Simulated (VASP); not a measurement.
# Si (Fd-3m) in VASP: further runs

One crystal, Si, is run at these levels: PBEsol, LDA, PBE, PBE+D3(BJ); tasks: relaxation of cell and atoms.

All numbers are computed with VASP 6.6.1; they aren't measurements. Logs are shortened: lines on timing, memory, paths and dates and some standing lists are left out, and cuts for length are marked.

## Step 1: The structure

The structure is cubic, space group Fd-3m (No. 227). Conventional cell: a = 5.437 Å, b = 5.437 Å, c = 5.437 Å, α = 90.00°, β = 90.00°, γ = 90.00°. Si (site symmetry -43m) has 4 Si at 2.35 Å as nearest neighbours.

## Step 2: Relaxation of cell and atoms, PBEsol

File INCAR:

```
PREC = Accurate
ENCUT = 600
EDIFF = 1E-7
ISMEAR = 0
SIGMA = 0.1
LREAL = False
LASPH = True
NELM = 60
ALGO = Fast
ISIF = 3
LWAVE = False
LCHARG = False
GGA = PS
IBRION = 2
NSW = 90
EDIFFG = -0.005
```

File KPOINTS:

```
regular mesh
0
Gamma
  14 14 14
```

File POSCAR:

```
Si
1.0
    0.0000000000      2.7185000000      2.7185000000
    2.7185000000      0.0000000000      2.7185000000
    2.7185000000      2.7185000000      0.0000000000
Si
2
Direct
    0.5000000000      0.5000000000      0.5000000000
    0.7500000000      0.7500000000      0.7500000000
```

Potentials or basis: VASP PAW PBE potentials, release 64 (Si).

The run is started by

```bash
cat potpaw_PBE.64/Si/POTCAR > POTCAR
mpirun -np 1 vasp_std > vasp.out
```

OUTCAR:

```text
PREC = Accurate
   ENCUT = 600
   EDIFF = 1E-7
   ISMEAR = 0
   LREAL = False
   LASPH = True
   NELM = 60
   ISIF = 3
   GGA = PS
   IBRION = 2
   NSW = 90
   EDIFFG = -0.005

 ion  position               nearest neighbor table
   1  0.500  0.500  0.500-   2 2.35   2 2.35   2 2.35   2 2.35
   2  0.750  0.750  0.750-   1 2.35   1 2.35   1 2.35   1 2.35

  LATTYP: Found a face centered cubic cell.
 ALAT       =     5.4370000000

  Lattice vectors:

 A1 = (   0.0000000000,   2.7185000000,   2.7185000000)
 A2 = (   2.7185000000,   0.0000000000,   2.7185000000)
 A3 = (   2.7185000000,   2.7185000000,   0.0000000000)

Analysis of symmetry for initial positions (statically):
=====================================================================
 Subroutine PRICEL returns:
 Original cell was already a primitive cell.

 Routine SETGRP: Setting up the symmetry group for a
 face centered cubic supercell.

 Subroutine GETGRP returns: Found 48 space group operations
 (whereof 24 operations were pure point group operations)
 out of a pool of 48 trial point group operations.

The static configuration has the point symmetry T_d .
 The point group associated with its full space group is O_h .

Analysis of symmetry for dynamics (positions and initial velocities):
=====================================================================
 Subroutine PRICEL returns:
 Original cell was already a primitive cell.

 Routine SETGRP: Setting up the symmetry group for a
 face centered cubic supercell.

 Subroutine GETGRP returns: Found 48 space group operations
 (whereof 24 operations were pure point group operations)
 out of a pool of 48 trial point group operations.

The dynamic configuration has the point symmetry T_d .
 The point group associated with its full space group is O_h .

 Subroutine INISYM returns: Found 48 space group operations
 (whereof 24 operations are pure point group operations),
 and found     1 'primitive' translations

----------------------------------------------------------------------------------------

                                     Primitive cell

  volume of cell :      40.1807

  direct lattice vectors                    reciprocal lattice vectors
     0.000000000  2.718500000  2.718500000    -0.183924959  0.183924959  0.183924959
     2.718500000  0.000000000  2.718500000     0.183924959 -0.183924959  0.183924959
     2.718500000  2.718500000  0.000000000     0.183924959  0.183924959 -0.183924959

  length of vectors
     3.844539569  3.844539569  3.844539569     0.318567373  0.318567373  0.318567373

  position of ions in fractional coordinates (direct lattice)
     0.500000000  0.500000000  0.500000000
     0.750000000  0.750000000  0.750000000

  ion indices of the primitive-cell ions
   primitive index   ion index
                 1           1
                 2           2

----------------------------------------------------------------------------------------

 KPOINTS: regular mesh

Automatic generation of k-mesh.
 Grid dimensions read from file:
 generate k-points for:   14   14   14

 Generating k-lattice:

  Cartesian coordinates                     Fractional coordinates (reciprocal lattice)
    -0.013137497  0.013137497  0.013137497     0.071428571  0.000000000  0.000000000
     0.013137497 -0.013137497  0.013137497     0.000000000  0.071428571  0.000000000
     0.013137497  0.013137497 -0.013137497     0.000000000  0.000000000  0.071428571

  Length of vectors
     0.022754812  0.022754812  0.022754812

[... 58 lines left out ...]
   NFREE  =      1    steps in history (QN), initial steepest desc. (CG)
   ISIF   =      3    stress and relaxation
   ISYM   =      2    0-nonsym 1-usesym 2-fastsym
   POTIM  = 0.5000    time-step for ionic-motion
   TEBEG  =    0.0;   TEEND  =   0.0 temperature during run
   PSTRESS=    0.0 pullay stress
   NELECT =       8.0000    total number of electrons
   NUPDOWN=      -1.0000    fix difference up-down
   EMIN   =  10.00;   EMAX   =-10.00  energy-range for DOS
   EFERMI =   0.00;   METHOD = LEGACY
   ISMEAR =     0;   SIGMA  =   0.10  broadening in eV -4-tet -1-fermi 0-gaus
   EFERMI_NEDOS =   21; number of points for ismear=-14 and -15
   IALGO  =     68    algorithm
   IMIX   =      4    mixing-type and parameters
     AMIX     =   0.40;   BMIX     =  1.00
     AMIX_MAG =   1.60;   BMIX_MAG =  1.00
  volume/ion in A,a.u.               =      20.09       135.58
  Fermi-wavevector in a.u.,A,eV,Ry     =   0.955943  1.806471 12.433381  0.913828
  Thomas-Fermi vector in A             =   2.084827
   LORBIT       =      0    0 simple, 1 ext, 2 COOP (PROOUT), +10 PAW based schemes
   GGA     = PS    functional components
   LHFCALC =     F    Hartree Fock is set to
   AEXX    =    0.0000 exact exchange contribution
   IVDW    =     0    specifies the selected vdW correction
   LEPSILON=     F    determine dielectric tensor
   LRPA    =     F    only Hartree local field effects (RPA)
 conjugate gradient relaxation of ions
 non-spin polarized calculation
 RMM-DIIS sequential band-by-band and
 Gauss-broadening in eV      SIGMA  =   0.10
  energy-cutoff  :      600.00
  volume of cell :       40.18
 maximum number of plane-waves:      1363
   NGX = 15   NGY = 15   NGZ = 15

--------------------------------------- Ionic step        1  -------------------------------------------

 number of electron       7.9999999 magnetization

 Free energy of the ion-electron system (eV)
  ---------------------------------------------------
  ext. energy  EPLUGINS =         0.00000000
  ---------------------------------------------------
  free energy    TOTEN  =       -11.49334439 eV

  energy without entropy =      -11.49334355  energy(sigma->0) =      -11.49334397

------------------------ aborting loop because EDIFF is reached ----------------------------------------

  FORCE on cell =-STRESS in cart. coord.  units (eV):
  Direction    XX          YY          ZZ          XY          YZ          ZX
  --------------------------------------------------------------------------------------
  -------------------------------------------------------------------------------------
  Total       -0.0132218     -0.0132218     -0.0132218      0.0000000      0.0000000     -0.0000000
  in kB       -0.5272084     -0.5272084     -0.5272084      0.0000000      0.0000000     -0.0000000
  external PRESSURE =      -0.5272084 kB  Pullay stress =       0.0000000 kB

 VOLUME and BASIS-vectors are now :
 -----------------------------------------------------------------------------
  energy-cutoff  :      600.00
  volume of cell :       40.18
      direct lattice vectors                 reciprocal lattice vectors
     0.000000000  2.718500000  2.718500000    -0.183924959  0.183924959  0.183924959
     2.718500000  0.000000000  2.718500000     0.183924959 -0.183924959  0.183924959
     2.718500000  2.718500000  0.000000000     0.183924959  0.183924959 -0.183924959

 POSITION                                       TOTAL-FORCE (eV/Angst)
 -----------------------------------------------------------------------------------
      2.71850      2.71850      2.71850         0.000000     -0.000000     -0.000000
      4.07775      4.07775      4.07775        -0.000000      0.000000      0.000000
 -----------------------------------------------------------------------------------
    total drift:                               -0.000000      0.000000     -0.000000

  FREE ENERGIE OF THE ION-ELECTRON SYSTEM (eV)
  ---------------------------------------------------
  free  energy   TOTEN  =       -11.4933443884 eV

  energy  without entropy=      -11.4933435469  energy(sigma->0) =      -11.49334397

--------------------------------------- Ionic step        2  -------------------------------------------

 number of electron       7.9999999 magnetization

 Free energy of the ion-electron system (eV)
  ---------------------------------------------------
  ext. energy  EPLUGINS =         0.00000000
  ---------------------------------------------------
  free energy    TOTEN  =       -11.49334938 eV

  energy without entropy =      -11.49334850  energy(sigma->0) =      -11.49334894

 E-fermi :   5.9882     XC(G=0):  -9.5440

 val. band max:        5.7642151607   @ k =   0.0000   0.0000   0.0000
 cond. band min:       6.2254302219   @ k =   0.4286   0.4286   0.0000
 fundamental gap:      0.4612150612
 Fermi energy:         5.9882460409

 k-point     1 :       0.0000    0.0000    0.0000
  band No.  band energies     occupation
      1      -6.2086      2.00000
      2       5.7642      1.99847
      3       5.7642      1.99847
      4       5.7642      1.99847
      5       8.2807      0.00000
      6       8.2807      0.00000
      7       8.2807      0.00000
      8       9.0598      0.00000
[... 243 lines left out ...]
 k-point    24 :       0.2857    0.1429    0.0000
  band No.  band energies     occupation
      1      -5.2433      2.00000
      2       1.9936      2.00000
      3       4.1925      2.00000
      4       4.2366      2.00000
      5       7.7632      0.00000
      6       9.6239      0.00000
      7      10.2273      0.00000
      8      10.4745      0.00000

 [... further k-points ...]

------------------------ aborting loop because EDIFF is reached ----------------------------------------

  FORCE on cell =-STRESS in cart. coord.  units (eV):
  Direction    XX          YY          ZZ          XY          YZ          ZX
  --------------------------------------------------------------------------------------
  -------------------------------------------------------------------------------------
  Total        0.0067663      0.0067663      0.0067663      0.0000000     -0.0000000      0.0000000
  in kB        0.2700582      0.2700582      0.2700582      0.0000000     -0.0000000      0.0000000
  external PRESSURE =       0.2700582 kB  Pullay stress =       0.0000000 kB

 VOLUME and BASIS-vectors are now :
 -----------------------------------------------------------------------------
  energy-cutoff  :      600.00
  volume of cell :       40.14
      direct lattice vectors                 reciprocal lattice vectors
    -0.000000000  2.717632998  2.717632998    -0.183983636  0.183983636  0.183983636
     2.717632998 -0.000000000  2.717632998     0.183983636 -0.183983636  0.183983636
     2.717632998  2.717632998 -0.000000000     0.183983636  0.183983636 -0.183983636

 POSITION                                       TOTAL-FORCE (eV/Angst)
 -----------------------------------------------------------------------------------
      2.71763      2.71763      2.71763         0.000000      0.000000      0.000000
      4.07645      4.07645      4.07645        -0.000000     -0.000000     -0.000000
 -----------------------------------------------------------------------------------
    total drift:                               -0.000000     -0.000000     -0.000000

  FREE ENERGIE OF THE ION-ELECTRON SYSTEM (eV)
  ---------------------------------------------------
  free  energy   TOTEN  =       -11.4933493803 eV

  energy  without entropy=      -11.4933485006  energy(sigma->0) =      -11.49334894

 reached required accuracy - stopping structural energy minimisation
```

Run time: 31 s. Hardware: 1 thread of Intel Xeon 6975P-C (Granite Rapids), shared host; peak memory 0.19 GiB.

Results:

| Item | Value |
| --- | --- |
| Free energy | -11.4933 eV |
| Relaxed volume | 20.07 Å³/atom |
| Relaxed cell | a = 3.843 Å, b = 3.843 Å, c = 3.843 Å, α = 60.00°, β = 60.00°, γ = 60.00° |
| Space group after relaxing (to 0.05 Å) | Fd-3m (No. 227) |
| Energy gained by relaxing | 0.0 meV/atom |
| Ionic steps | 2 |
| Pressure after relaxing | 0.0 GPa |
| Band gap on the k mesh | 0.46 eV, indirect (least direct gap 2.52 eV) |

Final structure:
```
CELL_PARAMETERS angstrom
0.00000 2.71763 2.71763
2.71763 0.00000 2.71763
2.71763 2.71763 0.00000
ATOMIC_POSITIONS crystal
Si 0.50000 0.50000 0.50000
Si 0.75000 0.75000 0.75000
```

Caveat: the PAW data sets were made with another functional, which shifts forces and pressure a little. A k mesh can miss the band edges.

## Step 3: Relaxation of cell and atoms, LDA

Changes to INCAR since step 2:

```diff
@@ -12,3 +12,2 @@
 LCHARG = False
-GGA = PS
 IBRION = 2
```

KPOINTS is that of step 2.

POSCAR is that of step 2.

Potentials or basis: VASP PAW LDA potentials, release 64 (Si).

The run is started by

```bash
cat potpaw_LDA.64/Si/POTCAR > POTCAR
mpirun -np 1 vasp_std > vasp.out
```

Run time: 47 s. Hardware: 1 thread of Intel Xeon 6975P-C (Granite Rapids), shared host; peak memory 0.16 GiB.

It converged, with:

| Quantity | Value |
| --- | --- |
| Free energy | -11.9201 eV |
| Relaxed volume | 19.72 Å³/atom |
| Relaxed cell | a = 3.821 Å, b = 3.821 Å, c = 3.821 Å, α = 60.00°, β = 60.00°, γ = 60.00° |
| Space group after relaxing (to 0.05 Å) | Fd-3m (No. 227) |
| Energy gained by relaxing | 2.1 meV/atom |
| Ionic steps | 3 |
| Pressure after relaxing | 0.0 GPa |
| Band gap on the k mesh | 0.44 eV, indirect (least direct gap 2.53 eV) |

Step by step:
```tsv
step	energy change (eV)	largest force (eV/Å)	pressure (GPa)	volume (Å³)
1	0.0000	0.0000	-1.75	40.18
2	-0.0021	0.0000	1.31	38.92
3	-0.0042	0.0000	0.00	39.43
```

Final structure:
```yaml
crystal:
  lattice:
    - [0.00000, 2.70151, 2.70151]
    - [2.70151, 0.00000, 2.70151]
    - [2.70151, 2.70151, 0.00000]
  atoms:
    - { symbol: Si, position: [0.50000, 0.50000, 0.50000] }
    - { symbol: Si, position: [0.75000, 0.75000, 0.75000] }
```

Levels at points of the mesh, in eV from the valence-band top:
| k point | band 1 | band 2 | band 3 | band 4 | band 5 | band 6 | band 7 | band 8 |
| --- | --- | --- | --- | --- | --- | --- | --- | --- |
| (0.00, 0.00, 0.00) | -12.06 | 0.00 | 0.00 | 0.00 | 2.53 | 2.53 | 2.53 | 3.39 |
| (0.50, 0.00, 0.00) | -9.68 | -7.06 | -1.21 | -1.21 | 1.48 | 3.29 | 3.29 | 7.54 |
| (0.50, 0.50, 0.00) | -7.86 | -7.86 | -2.89 | -2.89 | 0.58 | 0.58 | 10.11 | 10.11 |

## Step 4: Relaxation of cell and atoms, PBE

Changes to INCAR since step 3:

```diff
@@ -12,2 +12,3 @@
 LCHARG = False
+GGA = PE
 IBRION = 2
```

KPOINTS is that of step 3.

POSCAR is that of step 3.

Potentials or basis: VASP PAW PBE potentials, release 64 (Si).

The run is started by

```bash
cat potpaw_PBE.64/Si/POTCAR > POTCAR
mpirun -np 1 vasp_std > vasp.out
```

Wall time 42 s (1 thread of Intel Xeon 6975P-C (Granite Rapids), shared host); peak memory 0.18 GiB.

Results (log left out):

- Free energy: -10.8500 eV
- Relaxed volume: 20.44 Å³/atom
- Relaxed cell: a = 3.867 Å, b = 3.867 Å, c = 3.867 Å, α = 60.00°, β = 60.00°, γ = 60.00°
- Space group after relaxing (to 0.05 Å): Fd-3m (No. 227)
- Energy gained by relaxing: 1.7 meV/atom
- Ionic steps: 3
- Pressure after relaxing: 0.0 GPa
- Band gap on the k mesh: 0.61 eV, indirect (least direct gap 2.56 eV)

Step by step:
| step | energy change (eV) | largest force (eV/Å) | pressure (GPa) | volume (Å³) |
| --- | --- | --- | --- | --- |
| 1 | 0.0000 | 0.0000 | 1.61 | 40.18 |
| 2 | -0.0019 | 0.0000 | -1.01 | 41.37 |
| 3 | -0.0035 | 0.0000 | 0.01 | 40.89 |

Final structure:
```
CELL_PARAMETERS angstrom
0.00000 2.73432 2.73432
2.73432 0.00000 2.73432
2.73432 2.73432 0.00000
ATOMIC_POSITIONS crystal
Si 0.50000 0.50000 0.50000
Si 0.75000 0.75000 0.75000
```

Levels at points of the mesh, in eV from the valence-band top:
```
           k point  band 1  band 2  band 3  band 4  band 5  band 6  band 7  band 8
(0.00, 0.00, 0.00)  -11.81    0.00    0.00    0.00    2.56    2.56    2.56    3.13
(0.50, 0.00, 0.00)   -9.54   -6.87   -1.18   -1.18    1.47    3.35    3.35    7.70
(0.50, 0.50, 0.00)   -7.75   -7.75   -2.79   -2.79    0.75    0.75    9.94    9.94
```

A k mesh can miss the band edges. Zero-point motion and thermal expansion aren't in these numbers.

## Step 5: Relaxation of cell and atoms, PBE+D3(BJ)

Changes to INCAR since step 4:

```diff
@@ -13,2 +13,3 @@
 GGA = PE
+IVDW = 12
 IBRION = 2
```

KPOINTS is that of step 4.

POSCAR is that of step 4.

The run is started by

```bash
cat potpaw_PBE.64/Si/POTCAR > POTCAR
mpirun -np 1 vasp_std > vasp.out
```

Wall time 38 s (1 thread of Intel Xeon 6975P-C (Granite Rapids), shared host); peak memory 0.2 GiB.

Results (log left out):

| Quantity | Value |
| --- | --- |
| Free energy | -11.4737 eV |
| Relaxed volume | 19.90 Å³/atom |
| Relaxed cell | a = 3.832 Å, b = 3.832 Å, c = 3.832 Å, α = 60.00°, β = 60.00°, γ = 60.00° |
| Space group after relaxing (to 0.05 Å) | Fd-3m (No. 227) |
| Energy gained by relaxing | 0.5 meV/atom |
| Ionic steps | 3 |
| Pressure after relaxing | 0.0 GPa |
| Band gap on the k mesh | 0.56 eV, indirect (least direct gap 2.57 eV) |
| Dispersion energy per atom | -0.316 eV |

The path:
```
step  energy change (eV)  largest force (eV/Å)  pressure (GPa)  volume (Å³)
   1              0.0000                0.0000           -0.84        40.18
   2             -0.0006                0.0000            0.56        39.57
   3             -0.0010                0.0000            0.01        39.80
```

Final structure:
```xyz
2
Lattice="0.0000 2.7099 2.7099 2.7099 0.0000 2.7099 2.7099 2.7099 0.0000" Properties=species:S:1:pos:R:3 pbc="T T T"
Si    2.7099    2.7099    2.7099
Si    4.0649    4.0649    4.0649
```

Levels at points of the mesh, in eV from the valence-band top:
```
           k point  band 1  band 2  band 3  band 4  band 5  band 6  band 7  band 8
(0.00, 0.00, 0.00)  -12.00    0.00    0.00    0.00    2.57    2.57    2.57    3.44
(0.50, 0.00, 0.00)   -9.65   -6.99   -1.20   -1.20    1.56    3.34    3.34    7.74
(0.50, 0.50, 0.00)   -7.83   -7.83   -2.86   -2.86    0.70    0.70   10.17   10.17
```

## Step 6: Relaxation of cell and atoms, PBEsol

Changes to INCAR since step 5:

```diff
@@ -1,3 +1,3 @@
 PREC = Accurate
-ENCUT = 600
+ENCUT = 300
 EDIFF = 1E-7
@@ -12,4 +12,3 @@
 LCHARG = False
-GGA = PE
-IVDW = 12
+GGA = PS
 IBRION = 2
```

KPOINTS is that of step 5.

POSCAR is that of step 5.

Potentials or basis: VASP PAW PBE potentials, release 64 (Si).

The run is started by

```bash
cat potpaw_PBE.64/Si/POTCAR > POTCAR
mpirun -np 1 vasp_std > vasp.out
```

It took 17 s on 1 thread of Intel Xeon 6975P-C (Granite Rapids), shared host; peak memory 0.13 GiB.

The run converged. Its results:

```
Free energy                            : -11.4881 eV
Relaxed volume                         : 20.05 Å³/atom
Relaxed cell                           : a = 3.842 Å, b = 3.842 Å, c = 3.842 Å, α = 60.00°, β = 60.00°, γ = 60.00°
Space group after relaxing (to 0.05 Å) : Fd-3m (No. 227)
Energy gained by relaxing              : 0.0 meV/atom
Ionic steps                            : 3
Pressure after relaxing                : 0.0 GPa
Band gap on the k mesh                 : 0.46 eV, indirect (least direct gap 2.52 eV)
```

Final structure:
```cif
data_structure
_symmetry_space_group_name_H-M 'P 1'
_symmetry_Int_Tables_number 1
_cell_length_a 3.8421
_cell_length_b 3.8421
_cell_length_c 3.8421
_cell_angle_alpha 60.000
_cell_angle_beta 60.000
_cell_angle_gamma 60.000
_cell_volume 40.10
loop_
_atom_site_label
_atom_site_type_symbol
_atom_site_fract_x
_atom_site_fract_y
_atom_site_fract_z
_atom_site_occupancy
Si1 Si 0.50000 0.50000 0.50000 1
Si2 Si 0.75000 0.75000 0.75000 1
```

Levels at points of the mesh, in eV from the valence-band top:
```tsv
k point	band 1	band 2	band 3	band 4	band 5	band 6	band 7	band 8
(0.00, 0.00, 0.00)	-11.98	0.00	0.00	0.00	2.52	2.52	2.52	3.30
(0.50, 0.00, 0.00)	-9.64	-7.01	-1.20	-1.20	1.46	3.28	3.28	7.51
(0.50, 0.50, 0.00)	-7.83	-7.83	-2.87	-2.87	0.59	0.59	10.06	10.06
```

Caveat: the cutoff is under 1.25 times the usual one of these potentials, so pressure, stress and relaxed cells hold a basis-set (Pulay) error; the PAW data sets were made with another functional, which shifts forces and pressure a little. A k mesh can miss the band edges.

## Step 7: The runs side by side

```tsv
level	potentials or basis	cutoff (eV)	gap on the mesh (eV)	pressure (GPa)	relaxed volume (Å³/atom)
PBEsol	VASP PAW PBE potentials, release 64 (Si)	600	0.46	0.0	20.07
LDA	VASP PAW LDA potentials, release 64 (Si)	600	0.44	0.0	19.72
PBE	VASP PAW PBE potentials, release 64 (Si)	600	0.61	0.0	20.44
PBE+D3(BJ)	VASP PAW PBE potentials, release 64 (Si)	600	0.56	0.0	19.90
PBEsol	VASP PAW PBE potentials, release 64 (Si)	300	0.46	0.0	20.05
```

Alike in all rows: task relaxation of cell and atoms; no spin polarisation; cell relaxed; k mesh 14 × 14 × 14; smearing gaussian 0.1 eV.

Caveats: the PAW data sets were made with another functional, which shifts forces and pressure a little (some runs); the cutoff is under 1.25 times the usual one of these potentials, so pressure, stress and relaxed cells hold a basis-set (Pulay) error (some runs).

Absolute energies hang on the potentials; compare differences alone.
